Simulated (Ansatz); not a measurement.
# Al15P17: the cost of one run

Computed with Ansatz 0.2.0 (DFT PBE, scalar-relativistic, plane waves, PAW, unless a step's input says otherwise).

2 further runs of the same task are left out: 2 set aside as unsound or not needed.

### Step 1. The system as given

It takes space group F-43m (No. 216, cubic). Conventional cell: a = 5.507 Å, b = 5.507 Å, c = 5.507 Å, α = 90.00°, β = 90.00°, γ = 90.00°. Al (site symmetry -43m) has 4 P at 2.38 Å as nearest neighbours. P (site symmetry -43m) has 4 Al at 2.38 Å as nearest neighbours.

Structure file:

```
CELL_PARAMETERS angstrom
0.00000 2.75367 2.75367
2.75367 0.00000 2.75367
2.75367 2.75367 0.00000
ATOMIC_POSITIONS crystal
Al 0.00000 0.00000 0.00000
P 0.75000 0.75000 0.75000
```

It goes back to an entry of the Materials Project.

It is the result of an earlier relaxation at this level (volume 20.88 Å³/atom; gap on the mesh: 1.63 eV).

The host's static dielectric tensor, from an earlier linear-response run, has a mean of 10.38.

The perfect supercell (rows 1 -3 1; -3 1 1; 1 1 -3 in vectors of this cell) was computed beforehand with the same settings: E(σ→0) = -20711.0963 eV for 32 atoms, gap 2.42 eV on its own mesh.

### Step 2. Setting up the defect

The atom at (0.500, 0.250, 0.250) of the supercell is replaced. The other atoms start on their ideal sites. Its neighbours are 4 P at 2.38 Å.

### Step 3. Charge state 0

The input, input.yaml:

```yaml
crystal:
  lattice:
    - [-5.5073398843, 5.5073398843, -5.5073398843]
    - [5.5073398843, -5.5073398843, -5.5073398843]
    - [-5.5073398843, -5.5073398843, 5.5073398843]
  atoms:
    - { symbol: P, position: [0.5, 0.25, 0.25] }
    - { symbol: Al, position: [0.25, 0.25, 0.5] }
    - { symbol: Al, position: [0.0, 0.25, 0.75] }
    - { symbol: Al, position: [0.75, 0.0, 0.25] }
    - { symbol: Al, position: [0.75, 0.25, 0.0] }
    - { symbol: Al, position: [0.5, 0.0, 0.5] }
    - { symbol: Al, position: [0.25, 0.0, 0.75] }
    - { symbol: Al, position: [0.0, 0.75, 0.25] }
    - { symbol: Al, position: [1.0, 1.0, 1.0] }
    - { symbol: Al, position: [0.75, 0.75, 0.5] }
    - { symbol: Al, position: [0.5, 0.75, 0.75] }
    - { symbol: Al, position: [0.25, 0.5, 0.25] }
    - { symbol: Al, position: [0.25, 0.75, 0.0] }
    - { symbol: Al, position: [0.0, 0.5, 0.5] }
    - { symbol: Al, position: [0.75, 0.5, 0.75] }
    - { symbol: Al, position: [0.5, 0.5, 0.0] }
    - { symbol: P, position: [0.5, 0.0, 0.25] }
    - { symbol: P, position: [0.25, 0.0, 0.5] }
    - { symbol: P, position: [0.0, 0.0, 0.75] }
    - { symbol: P, position: [0.75, 0.75, 0.25] }
    - { symbol: P, position: [0.75, 0.0, 0.0] }
    - { symbol: P, position: [0.5, 0.75, 0.5] }
    - { symbol: P, position: [0.25, 0.75, 0.75] }
    - { symbol: P, position: [0.0, 0.5, 0.25] }
    - { symbol: P, position: [0.0, 0.75, 0.0] }
    - { symbol: P, position: [0.75, 0.5, 0.5] }
    - { symbol: P, position: [0.5, 0.5, 0.75] }
    - { symbol: P, position: [0.25, 0.25, 0.25] }
    - { symbol: P, position: [0.25, 0.5, 0.0] }
    - { symbol: P, position: [0.0, 0.25, 0.5] }
    - { symbol: P, position: [0.75, 0.25, 0.75] }
    - { symbol: P, position: [0.5, 0.25, 0.0] }
  host:
    lattice:
      - [0.0, 2.7536699422, 2.7536699422]
      - [2.7536699422, 0.0, 2.7536699422]
      - [2.7536699422, 2.7536699422, 0.0]
    atoms:
      - { symbol: Al, position: [0.0, 0.0, 0.0] }
      - { symbol: P, position: [0.75, 0.75, 0.75] }
basis:
  ecutwfc: 420
  xc_grid: 2
kpoints:
  mp_grid: { grid: [2, 2, 2], shift: [0.5, 0.5, 0.5] }
hamiltonian:
  xc: pbe
scf:
  occupations: { method: gaussian, width: 0.01 }
output:
  forces: true
  stress: false
  eigenvalues: true
  charged_corrections:
    defect_position: [0.5, 0.25, 0.25]
    epsilon: [[10.3826, 0.0, 0.0], [0.0, 10.3826, 0.0], [0.0, 0.0, 10.3826]]
relax:
  adjacent_minimum: "off"
  f_tol: 0.025
  max_steps: 45
```

Started as:

```bash
ansatz run input.yaml --threads 4 --pin off --max-ram 6144MiB --backend cpu --events-out ev --progress --plain --runs-dir out
```

Q: Estimate wall time and peak memory on 4 threads of Arm Neoverse N1, shared host.

About 26 s, with a peak of 0.95 GiB.
